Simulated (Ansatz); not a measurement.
TiSe:

```
Ti Se
1.0
     0.00000    3.10300    3.10300
     3.10300    0.00000    3.10300
     3.10300    3.10300    0.00000
Ti Se
1 1
Direct
  0.00000 0.00000 0.00000
  0.25000 0.25000 0.25000
```

The cell comes from a database or a generator and needn't be the stable form of this composition.

| Item | Value |
| --- | --- |
| Program | Ansatz 0.2.0 |
| Task | relaxation of cell and atoms |
| Functional | HSE06 |
| Potentials or basis | Ansatz PAW |
| Cutoff | 420 eV (not typed: the program's choice for these potentials) |
| k mesh | 4 × 4 × 4 |
| Occupations | fermi-dirac, width 0.05 eV |
| Spin | no spin polarisation |

At the start: volume 29.88 Å³/atom.

**Question.** How do energy, volume and symmetry change on relaxing?

**Answer.** It ends after 6 steps and the volume is 23.17 Å³/atom (-22.4 %); space group F-43m (No. 216, to 0.05 Å).

The path:
| step | energy change (eV) | largest force (eV/Å) | volume (Å³) |
| --- | --- | --- | --- |
| 1 | 0.0000 | 0.0000 | 59.76 |
| 2 | -0.5038 | 0.0000 | 51.44 |
| 3 | -0.5883 | 0.0000 | 43.93 |
| 4 | -0.6227 | 0.0000 | 46.59 |
| 5 | -0.6231 | 0.0000 | 46.35 |
| 6 | -0.6210 | 0.0000 | 46.35 |

Final structure:
```
Ti Se
1.0
     0.00000    2.85105    2.85105
     2.85105    0.00000    2.85105
     2.85105    2.85105    0.00000
Ti Se
1 1
Cartesian
  0.0000 0.0000 0.0000
  1.4255 1.4255 1.4255
```

Caveat: the k mesh is coarse (spacing up to 0.44 Å⁻¹), so the values aren't converged, least of all with exact exchange; the volume moved by over 15 % at a fixed basis, so the end points are rough; the plane-wave basis is chosen anew once the cell has moved, so the energies of steps on either side of that aren't comparable; the PAW data sets come from PBE, with cores solved anew for the run's functional, which leaves a small shift of forces and pressure.
